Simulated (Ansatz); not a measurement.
# TePb (Fm-3m) in Ansatz: a series of runs

The runs below take TePb through single point, with PBE.

Program: Ansatz 0.2.0. These are calculated values, not measurements. Logs are shortened: lines on timing, memory, paths and dates and some standing lists are left out, and cuts for length are marked.

## (1) The crystal as given

It takes space group Fm-3m (No. 225, cubic). The conventional cell has a = 6.462 Å, b = 6.462 Å, c = 6.462 Å, α = 90.00°, β = 90.00°, γ = 90.00°. Pb (site symmetry m-3m) has 6 Te at 3.23 Å as nearest neighbours. Te (site symmetry m-3m) is surrounded by 6 Pb at 3.23 Å.

## (2) Single point, PBE

Input file input.yaml:

```yaml
crystal:
  lattice:
    - [0.0, 3.231, 3.231]
    - [3.231, 0.0, 3.231]
    - [3.231, 3.231, 0.0]
  atoms:
    - { symbol: Pb, position: [0.0, 0.0, 0.0] }
    - { symbol: Te, position: [0.5, 0.5, 0.5] }
kpoints:
  mp_grid: { grid: [7, 7, 7] }
scf:
  occupations: { method: gaussian, width: 0.014 }
hamiltonian:
  xc: pbe
  pseudopotentials: { kind: all_electron, lapw: { basis_error: 0.001 } }
output:
  forces: true
  stress: true
  eigenvalues: true
```

Potentials or basis: all-electron LAPW, scalar-relativistic.

Command:

```bash
$ ansatz run input.yaml --threads 1 --pin off --max-ram 3072MiB --backend cpu --events-out ev --progress --plain --runs-dir out
```

The log of the run:

```text
Warning: RAYON_NUM_THREADS=1 ignored (pool sized by the plan → 1); use --threads N
LAPW: plane waves up to 6.848 Å⁻¹, error target 1.0e-3 eV per atom; small_component_spin mean_spin; Te in spheres of 1.578 Å, 24 of its electrons in bands, Dirac shells []; Pb in spheres of 1.653 Å, 36 of its electrons in bands, Dirac shells [] (how accurate: hamiltonian.pseudopotentials.lapw.basis_error, Limitations)
Engine: ansatz 0.2.0, aarch64-unknown-linux-gnu
Pseudopotentials: kind: all_electron
Pseudopotential: Pb, LAPW, valence charge 36, lapw/all_electron/scalar/gaussian/Pb, Koelling and Harmon's equation, gaussian nucleus
Pseudopotential: Te, LAPW, valence charge 24, lapw/all_electron/scalar/gaussian/Te, Koelling and Harmon's equation, gaussian nucleus
Functional definition: PBE
  parameter kappa = 0.804
  parameter beta = 0.06672455060314922
  exchange = pbe_x(kappa = kappa, mu = beta*pi^2/3)
  correlation = pbe_c(beta = beta)
Crystal: 2 atoms, lattice volume = 67.459 Å³
Basis set: ecut = 178.68617502788672 eV, 339 PW (Γ), exchange–correlation at level 2
Bands: 36, of which v1, the nominal top of the filled ones, is band 30 counted from 1 (29 counted from 0)
Symmetry: 48 space group operations
Space group: Fm-3m (ITA 225), of the structure as read, at distance tolerance 4.1e-5 Å
k-points: 20 of 343
Non-local potential: Pb, projectors of the file, none
Non-local potential: Te, projectors of the file, none
Initial density: superposition of atomic densities (chi_scale 0.1, normalization cell, long waves kept (reshape's long-wave potential 0.00 eV rms))
Initial wavefunctions: plane waves of lowest kinetic energy (no species holds an atomic orbital)
Functional: x = pbe(κ = 0.804, μ = 0.2195149727645171), c = pbe(β = 0.06672455060314922)
iter 1 solved again at ethr=6.82e-4 eV; its pass at ethr=1.00e-1 eV (dr2=4.09e-1 eV) is discarded
SCF iter   1: F=—  HF=-752951.876621 eV  |F-HF|=—  |Δ(HF+E_count)|=         —  Δρ=1.54e-2  dr2=4.09e-1  ethr=6.82e-4  ⟨swp⟩=2.5  Hψ=4467  notcnv=0
preconditioner: auto → none  [insulator: Δε(μ)=1.119 eV  Ē_g=16.027 eV  σ=0.014 eV  W_gap=1.00  n_scr=14 (ndim 8)  ℏωp=20.2 eV  f_vac=0.106  D(μ)=0.00/eV (n_scr^D=0)  ε∞_Penn≈2.6]
iter 2 solved again at ethr=1.08e-5 eV; its pass at ethr=6.82e-4 eV (dr2=6.50e-3 eV) is discarded
SCF iter   2: F=—  HF=-752951.765035 eV  |F-HF|=—  |Δ(HF+E_count)|=   1.12e-1  Δρ=3.50e-3  dr2=6.51e-3  ethr=1.08e-5  ⟨swp⟩=2.0  Hψ=3845  notcnv=0
SCF iter   3: F=—  HF=-752951.756530 eV  |F-HF|=—  |Δ(HF+E_count)|=   8.51e-3  Δρ=2.37e-3  dr2=5.95e-3  ethr=1.08e-5  ⟨swp⟩=2.9  Hψ=2297  notcnv=0
SCF iter   4: F=—  HF=-752951.757896 eV  |F-HF|=—  |Δ(HF+E_count)|=   1.37e-3  Δρ=8.24e-4  dr2=6.70e-4  ethr=9.91e-6  ⟨swp⟩=2.0  Hψ=2255  notcnv=0
SCF iter   5: F=—  HF=-752951.758090 eV  |F-HF|=—  |Δ(HF+E_count)|=   1.94e-4  Δρ=1.32e-4  dr2=1.40e-5  ethr=1.12e-6  ⟨swp⟩=2.0  Hψ=2145  notcnv=0
SCF iter   6: F=—  HF=-752951.758101 eV  |F-HF|=—  |Δ(HF+E_count)|=   1.10e-5  Δρ=2.30e-5  dr2=4.96e-7  ethr=2.33e-8  ⟨swp⟩=2.9  Hψ=2181  notcnv=0
SCF iter   7: F=-752951.758102 eV  HF=-752951.758102 eV  |F-HF|=2.50e-8  |Δ(HF+E_count)|=   7.51e-7  Δρ=4.04e-6  dr2=1.23e-8  ethr=8.26e-10  ⟨swp⟩=3.0  Hψ=2224  notcnv=0
SCF 1 converged in 7 iterations: F = -752951.758102 eV  dr2 = 1.23e-8
SCF converged after 7 iterations
Free energy (F): -752951.758102 eV
Harris-Foulkes:  -752951.758102 eV  (|F-HF|=2.50e-8)
Internal energy: -752951.758102 eV  (E = F + TS)
E sigma→0 (E₀):  -752951.758102 eV
Fermi energy:    12.221412 eV
--- Per-component energies (eV) ---
  E_band       = -3402.919817
  E_kinetic    = 850229.202080
  E_xc         = -15371.931994
  E_electrostatic = -1587809.028188  (all electrons and nuclei)
  E_smearing   = -0.000000  (= −TS)
  E_closure    = 0.000000  (closes the sum)
  E_atoms      = -752944.279139  (free atoms, spherical and without spin; not in F)
  Σ components = -752951.758102   (vs F -752951.758102, Δ=0.00e0)
  Basis errors (estimates in eV, not in F): energy 3.5e-4 per atom: plane waves 3.4e-4 (1.8e-4 summed), levels above the bands 0.0e0, relativity 3.3e-8, radial functions 1.6e-5, core shells 7.3e-9; eigenvalues (radial functions only) 2.8e-6; not estimated: angular momenta, meshes, grids; target (lapw.basis_error) 1.0e-3; muffin-tin radii Te 1.578 Å, Pb 1.653 Å
--- Forces (eV/Å), atoms counted from 1 ---
  atom   1  Pb    -0.00000000     0.00000000     0.00000000
  atom   2  Te     0.00000000    -0.00000000    -0.00000000
  max |Σ_I F_I| component: 7.89e-31 eV/Å
--- Stress (GPa, compression-positive) ---
        2.124359       0.000000      -0.000000
        0.000000       2.124359      -0.000000
       -0.000000      -0.000000       2.124359
  P = ⅓ Tr σ = 2.1244 GPa (21.244 kbar)
--- Band table (eV; the first three rows and the last of 20) ---
  k-point 0: bands = ["-146.9708", "-127.5669", "-116.5971", "-116.5951", "-116.5951", "-116.5951", "-116.5936", "-116.5936", "-116.5936", "-97.0090", "-97.0090", "-97.0090", "-69.4089", "-69.4089", "-69.4089", "-24.3440", "-24.3440", "-24.3385", "-24.3385", "-24.3385", "-4.9110", "-4.9110", "-4.9024", "-4.9024", "-4.9024", "-0.2032", "6.2306", "10.4675", "10.4675", "10.4675", "15.8968", "15.8968", "15.8968", "17.6360", "17.6360", "17.6360"]
  k-point 1: bands = ["-146.9708", "-127.5669", "-116.5971", "-116.5951", "-116.5951", "-116.5951", "-116.5936", "-116.5936", "-116.5936", "-97.0090", "-97.0090", "-97.0090", "-69.4089", "-69.4089", "-69.4089", "-24.3440", "-24.3440", "-24.3385", "-24.3384", "-24.3384", "-4.9136", "-4.9136", "-4.9019", "-4.8996", "-4.8996", "-0.0290", "5.6737", "10.5197", "10.5197", "10.7746", "14.9504", "15.1579", "15.1579", "17.4680", "18.0170", "18.0170"]
  k-point 2: bands = ["-146.9708", "-127.5669", "-116.5971", "-116.5951", "-116.5951", "-116.5951", "-116.5936", "-116.5936", "-116.5936", "-97.0090", "-97.0090", "-97.0090", "-69.4089", "-69.4089", "-69.4089", "-24.3439", "-24.3439", "-24.3384", "-24.3382", "-24.3382", "-4.9204", "-4.9204", "-4.9010", "-4.8922", "-4.8922", "0.4629", "4.5050", "10.6803", "10.6803", "11.2869", "13.6426", "13.9982", "13.9982", "18.0202", "19.0492", "19.0492"]
  k-point 19: bands = ["-146.9708", "-127.5669", "-116.5971", "-116.5951", "-116.5951", "-116.5951", "-116.5936", "-116.5936", "-116.5936", "-97.0090", "-97.0090", "-97.0090", "-69.4089", "-69.4089", "-69.4089", "-24.3441", "-24.3437", "-24.3383", "-24.3381", "-24.3377", "-4.9540", "-4.9137", "-4.8981", "-4.8911", "-4.8782", "1.5947", "3.7947", "7.9190", "8.5477", "11.1387", "13.7618", "16.5273", "17.3342", "17.9570", "19.1457", "22.1905"]
```

It took 7 s on 1 thread of Arm Neoverse V1, shared host; peak memory 0.28 GiB.

Results:

```yaml
Free_energy: -752951.7581 eV
Pressure: 2.1 GPa
```

Caveat: this odd mesh misses L, where the gap lies, so gap, dielectric constants and Born charges aren't listed. Spin-orbit coupling is left out, which matters for the levels of Pb, Te.

## (3) Single point, PBE

input.yaml, as its differences from that of step 2:

```diff
@@ -11,3 +11,3 @@
 scf:
-  occupations: { method: gaussian, width: 0.014 }
+  occupations: { method: gaussian, width: 0.027 }
 hamiltonian:
```

Potentials or basis: all-electron LAPW, scalar-relativistic.

Command:

```bash
$ ansatz run input.yaml --threads 1 --pin off --max-ram 3072MiB --backend cpu --events-out ev --progress --plain --runs-dir out
```

Wall time 7 s (1 thread of Arm Neoverse V1, shared host); peak memory 0.28 GiB.

The run converged. Its results:

| Item | Value |
| --- | --- |
| Free energy | -752951.7581 eV |
| Pressure | 2.1 GPa |

Levels at points of the mesh, in eV from the Fermi level:
| k point | band 27 | band 28 | band 29 | band 30 | band 31 | band 32 | band 33 | band 34 |
| --- | --- | --- | --- | --- | --- | --- | --- | --- |
| (0.00, 0.00, 0.00) | -5.99 | -1.75 | -1.75 | -1.75 | 3.68 | 3.68 | 3.68 | 5.41 |

Caveat: this odd mesh misses L, where the gap lies, so gap, dielectric constants and Born charges aren't listed.
